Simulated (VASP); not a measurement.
# KI (Fm-3m) in VASP: further runs

One crystal, KI, is run at these levels: PBE, RPBE, PBEsol; tasks: relaxation of cell and atoms.

All numbers are computed with VASP 6.6.1; they aren't measurements. Logs are shortened: lines on timing, memory, paths and dates and some standing lists are left out, and cuts for length are marked.

## (1) The structure

The structure is cubic, space group Fm-3m (No. 225). Conventional cell: a = 7.189 Å, b = 7.189 Å, c = 7.189 Å, α = 90.00°, β = 90.00°, γ = 90.00°. K (site symmetry m-3m) is surrounded by 6 I at 3.59 Å. Around I (site symmetry m-3m) lie 6 K at 3.59 Å.

## (2) Relaxation of cell and atoms, PBE

INCAR reads:

```
SYSTEM = KI
ALGO = Normal
EDIFF = 1E-7
EDIFFG = -0.005
ENCUT = 600
GGA = PE
IBRION = 2
ISIF = 3
ISMEAR = 0
LASPH = .TRUE.
LCHARG = .FALSE.
LREAL = .FALSE.
LWAVE = .FALSE.
NELM = 80
NSW = 90
PREC = Accurate
SIGMA = 0.03
```

KPOINTS reads:

```
k-points
0
G
  8 8 8
  0 0 0
```

POSCAR reads:

```
KI                                      
1.0
    0.0000000000      3.5943860769      3.5943860769
    3.5943860769     -0.0000000000      3.5943860769
    3.5943860769      3.5943860769     -0.0000000000
  K               I             
     1     1
Direct
     0.0000000000000000    0.0000000000000000    0.0000000000000000
     0.5000000000000000    0.5000000000000000    0.5000000000000000
```

Potentials or basis: VASP PAW PBE potentials, release 64 (K_sv, I).

Run with:

```bash
cat potpaw_PBE.64/K_sv/POTCAR potpaw_PBE.64/I/POTCAR > POTCAR
mpirun -np 1 vasp_std > vasp.out
```

OUTCAR:

```text
SYSTEM = KI
   EDIFF = 1E-7
   EDIFFG = -0.005
   ENCUT = 600
   GGA = PE
   IBRION = 2
   ISIF = 3
   ISMEAR = 0
   LASPH = .TRUE.
   LREAL = .FALSE.
   NELM = 80
   NSW = 90
   PREC = Accurate

 ion  position               nearest neighbor table
   1  0.000  0.000  0.000-   2 3.59   2 3.59   2 3.59   2 3.59   2 3.59   2 3.59
   2  0.500  0.500  0.500-   1 3.59   1 3.59   1 3.59   1 3.59   1 3.59   1 3.59

  LATTYP: Found a face centered cubic cell.
 ALAT       =     7.1887721538

  Lattice vectors:

 A1 = (   0.0000000000,   3.5943860769,   3.5943860769)
 A2 = (   3.5943860769,   0.0000000000,   3.5943860769)
 A3 = (   3.5943860769,   3.5943860769,   0.0000000000)

Analysis of symmetry for initial positions (statically):
=====================================================================
 Subroutine PRICEL returns:
 Original cell was already a primitive cell.

 Routine SETGRP: Setting up the symmetry group for a
 face centered cubic supercell.

 Subroutine GETGRP returns: Found 48 space group operations
 (whereof 48 operations were pure point group operations)
 out of a pool of 48 trial point group operations.

The static configuration has the point symmetry O_h .

Analysis of symmetry for dynamics (positions and initial velocities):
=====================================================================
 Subroutine PRICEL returns:
 Original cell was already a primitive cell.

 Routine SETGRP: Setting up the symmetry group for a
 face centered cubic supercell.

 Subroutine GETGRP returns: Found 48 space group operations
 (whereof 48 operations were pure point group operations)
 out of a pool of 48 trial point group operations.

The dynamic configuration has the point symmetry O_h .

 Subroutine INISYM returns: Found 48 space group operations
 (whereof 48 operations are pure point group operations),
 and found     1 'primitive' translations

----------------------------------------------------------------------------------------

                                     Primitive cell

  volume of cell :      92.8761

  direct lattice vectors                    reciprocal lattice vectors
     0.000000000  3.594386077  3.594386077    -0.139105814  0.139105814  0.139105814
     3.594386077  0.000000000  3.594386077     0.139105814 -0.139105814  0.139105814
     3.594386077  3.594386077  0.000000000     0.139105814  0.139105814 -0.139105814

  length of vectors
     5.083229538  5.083229538  5.083229538     0.240938337  0.240938337  0.240938337

  position of ions in fractional coordinates (direct lattice)
     0.000000000  0.000000000  0.000000000
     0.500000000  0.500000000  0.500000000

  ion indices of the primitive-cell ions
   primitive index   ion index
                 1           1
                 2           2

----------------------------------------------------------------------------------------

 KPOINTS: k-points

Automatic generation of k-mesh.
 Grid dimensions read from file:
 generate k-points for:    8    8    8

 Generating k-lattice:

  Cartesian coordinates                     Fractional coordinates (reciprocal lattice)
    -0.017388227  0.017388227  0.017388227     0.125000000  0.000000000  0.000000000
     0.017388227 -0.017388227  0.017388227     0.000000000  0.125000000  0.000000000
     0.017388227  0.017388227 -0.017388227     0.000000000  0.000000000  0.125000000

  Length of vectors
     0.030117292  0.030117292  0.030117292

  Shift w.r.t. Gamma in fractional coordinates (k-lattice)
     0.000000000  0.000000000  0.000000000

 Subroutine IBZKPT returns following result:
 ===========================================

 Found     29 irreducible k-points:

 Following reciprocal coordinates:
            Coordinates               Weight
  0.000000  0.000000  0.000000      1.000000
  0.125000  0.000000  0.000000      8.000000
  0.250000  0.000000  0.000000      8.000000
  0.375000  0.000000  0.000000      8.000000
  0.500000  0.000000  0.000000      4.000000
  0.125000  0.125000  0.000000      6.000000
[... 16 lines left out ...]
  0.500000  0.250000  0.125000     48.000000
 -0.375000  0.250000  0.125000     24.000000
 [... further k-points ...]
   k-points           NKPTS =     29   k-points in BZ     NKDIM =     29   number of bands    NBANDS=     12
   number of dos      NEDOS =    301   number of ions     NIONS =      2
   total plane-waves  NPLWV =  74088
   dimension x,y,z NGX =    42 NGY =   42 NGZ =   42
   dimension x,y,z NGXF=    84 NGYF=   84 NGZF=   84
   ions per type =               1   1
   NGX,Y,Z   is equivalent  to a cutoff of  13.74, 13.74, 13.74 a.u.
   NGXF,Y,Z  is equivalent  to a cutoff of  27.47, 27.47, 27.47 a.u.
 SYSTEM =  KI
   PREC   = accura    normal or accurate (medium, high low for compatibility)
   ISTART =      0    job   : 0-new  1-cont  2-samecut
   ICHARG =      2    charge: 1-file 2-atom 10-const
   ISPIN  =      1    spin polarized calculation?
   LNONCOLLINEAR =      F non collinear calculations
   LSORBIT =      F    spin-orbit coupling
   LASPH  =      T    aspherical Exc in radial PAW
   ENCUT  =  600.0 eV  44.10 Ry    6.64 a.u.  10.15 10.15 10.15*2*pi/ulx,y,z
   NELM   =     80;   NELMIN=  2; NELMDL= -5     # of ELM steps
   EDIFF  = 0.1E-06   stopping-criterion for ELM
   LREAL  =      F    real-space projection
   EDIFFG = -.5E-02   stopping-criterion for IOM
   NSW    =     90    number of steps for IOM
   IBRION =      2    ionic relax: 0-MD 1-quasi-New 2-CG
   NFREE  =      1    steps in history (QN), initial steepest desc. (CG)
   ISIF   =      3    stress and relaxation
   ISYM   =      2    0-nonsym 1-usesym 2-fastsym
   POTIM  = 0.5000    time-step for ionic-motion
   TEBEG  =    0.0;   TEEND  =   0.0 temperature during run
   PSTRESS=    0.0 pullay stress
   NELECT =      16.0000    total number of electrons
   NUPDOWN=      -1.0000    fix difference up-down
   EMIN   =  10.00;   EMAX   =-10.00  energy-range for DOS
   EFERMI =   0.00;   METHOD = LEGACY
   ISMEAR =     0;   SIGMA  =   0.03  broadening in eV -4-tet -1-fermi 0-gaus
   EFERMI_NEDOS =   21; number of points for ismear=-14 and -15
   IALGO  =     38    algorithm
   IMIX   =      4    mixing-type and parameters
     AMIX     =   0.40;   BMIX     =  1.00
     AMIX_MAG =   1.60;   BMIX_MAG =  1.00
  volume/ion in A,a.u.               =      46.44       313.38
  Fermi-wavevector in a.u.,A,eV,Ry     =   0.910920  1.721389 11.289771  0.829775
  Thomas-Fermi vector in A             =   2.035138
   LORBIT       =      0    0 simple, 1 ext, 2 COOP (PROOUT), +10 PAW based schemes
   GGA     = PE    functional components
   LHFCALC =     F    Hartree Fock is set to
   AEXX    =    0.0000 exact exchange contribution
   IVDW    =     0    specifies the selected vdW correction
   LEPSILON=     F    determine dielectric tensor
   LRPA    =     F    only Hartree local field effects (RPA)
 conjugate gradient relaxation of ions
 non-spin polarized calculation
 Gauss-broadening in eV      SIGMA  =   0.03
  energy-cutoff  :      600.00
  volume of cell :       92.88
 maximum number of plane-waves:      3138
 NGX is ok and might be reduce to    42
   NGX = 21   NGY = 21   NGZ = 21

 number of electron      16.0000000 magnetization

 Free energy of the ion-electron system (eV)
  ---------------------------------------------------
  ext. energy  EPLUGINS =         0.00000000
  ---------------------------------------------------
  free energy    TOTEN  =        -5.56534535 eV

  energy without entropy =       -5.56534535  energy(sigma->0) =       -5.56534535

 E-fermi :  -0.4650     XC(G=0):  -6.9768

 val. band max:       -0.6746029621   @ k =   0.0000   0.0000   0.0000
 cond. band min:       3.1716632638   @ k =   0.0000   0.0000   0.0000
 fundamental gap:      3.8462662259
 Fermi energy:        -0.4650482924

 k-point     1 :       0.0000    0.0000    0.0000
  band No.  band energies     occupation
      1     -29.2717      2.00000
      2     -12.7534      2.00000
      3     -12.7534      2.00000
      4     -12.7534      2.00000
      5     -11.1029      2.00000
      6      -0.6746      2.00000
      7      -0.6746      2.00000
      8      -0.6746      2.00000
      9       3.1717      0.00000
     10       5.8377      0.00000
     11       5.8377      0.00000
     12       5.8377      0.00000

 k-point     2 :       0.1250    0.0000    0.0000
  band No.  band energies     occupation
      1     -29.2715      2.00000
      2     -12.7706      2.00000
      3     -12.7537      2.00000
      4     -12.7537      2.00000
      5     -11.0701      2.00000
      6      -0.9077      2.00000
      7      -0.7213      2.00000
      8      -0.7213      2.00000
      9       3.5335      0.00000
     10       5.7600      0.00000
     11       5.9977      0.00000
     12       5.9977      0.00000

 k-point     3 :       0.2500    0.0000    0.0000
  band No.  band energies     occupation
      1     -29.2709      2.00000
      2     -12.8097      2.00000
      3     -12.7545      2.00000
      4     -12.7545      2.00000
      5     -10.9925      2.00000
      6      -1.3669      2.00000
      7      -0.8287      2.00000
      8      -0.8287      2.00000
      9       4.2487      0.00000
     10       5.8476      0.00000
     11       6.4148      0.00000
     12       6.4148      0.00000
[... 286 lines left out ...]
 k-point    23 :       0.5000    0.2500    0.1250
  band No.  band energies     occupation
      1     -29.2701      2.00000
      2     -12.8262      2.00000
      3     -12.7667      2.00000
      4     -12.7586      2.00000
      5     -10.9279      2.00000
      6      -1.6310      2.00000
      7      -1.0994      2.00000
      8      -0.9874      2.00000
      9       5.1690      0.00000
     10       5.7661      0.00000
     11       6.5045      0.00000
     12       7.4494      0.00000

 k-point    24 :      -0.3750    0.2500    0.1250
  band No.  band energies     occupation
      1     -29.2699      2.00000
      2     -12.8322      2.00000
      3     -12.7670      2.00000
      4     -12.7604      2.00000
      5     -10.9114      2.00000
      6      -1.6848      2.00000
      7      -1.1669      2.00000
      8      -1.0201      2.00000
      9       5.3027      0.00000
     10       6.1281      0.00000
     11       6.5108      0.00000
     12       7.4870      0.00000

 [... further k-points ...]

------------------------ aborting loop because EDIFF is reached ----------------------------------------

  FORCE on cell =-STRESS in cart. coord.  units (eV):
  Direction    XX          YY          ZZ          XY          YZ          ZX
  --------------------------------------------------------------------------------------
  -------------------------------------------------------------------------------------
  Total       -0.0008301     -0.0008301     -0.0008301     -0.0000000      0.0000000     -0.0000000
  in kB       -0.0143204     -0.0143204     -0.0143204     -0.0000000      0.0000000     -0.0000000
  external PRESSURE =      -0.0143204 kB  Pullay stress =       0.0000000 kB

 VOLUME and BASIS-vectors are now :
 -----------------------------------------------------------------------------
  energy-cutoff  :      600.00
  volume of cell :       92.88
      direct lattice vectors                 reciprocal lattice vectors
     0.000000000  3.594386077  3.594386077    -0.139105814  0.139105814  0.139105814
     3.594386077  0.000000000  3.594386077     0.139105814 -0.139105814  0.139105814
     3.594386077  3.594386077  0.000000000     0.139105814  0.139105814 -0.139105814

 POSITION                                       TOTAL-FORCE (eV/Angst)
 -----------------------------------------------------------------------------------
      0.00000      0.00000      0.00000         0.000000      0.000000      0.000000
      3.59439      3.59439      3.59439        -0.000000     -0.000000      0.000000
 -----------------------------------------------------------------------------------
    total drift:                               -0.000000     -0.000000     -0.000000

  FREE ENERGIE OF THE ION-ELECTRON SYSTEM (eV)
  ---------------------------------------------------
  free  energy   TOTEN  =        -5.5653453523 eV

  energy  without entropy=       -5.5653453523  energy(sigma->0) =       -5.56534535

 reached required accuracy - stopping structural energy minimisation
```

Wall time 34 s (1 thread of Intel Xeon 6975P-C (Granite Rapids), shared host); peak memory 0.26 GiB.

Results:

```yaml
Free_energy: -5.5653 eV
Pressure_after_relaxing: 0.0 GPa
Band_gap_on_the_k_mesh: 3.85 eV, direct
```

Final structure:
```yaml
crystal:
  lattice:
    - [0.00000, 3.59439, 3.59439]
    - [3.59439, 0.00000, 3.59439]
    - [3.59439, 3.59439, 0.00000]
  atoms:
    - { symbol: K, position: [0.00000, 0.00000, 0.00000] }
    - { symbol: I, position: [0.50000, 0.50000, 0.50000] }
```

Caveat: the relaxation stopped at its first step, so nothing moved; spin-orbit coupling is left out, which moves the levels of the heavy elements.

(Continued in part 2 of 2.)
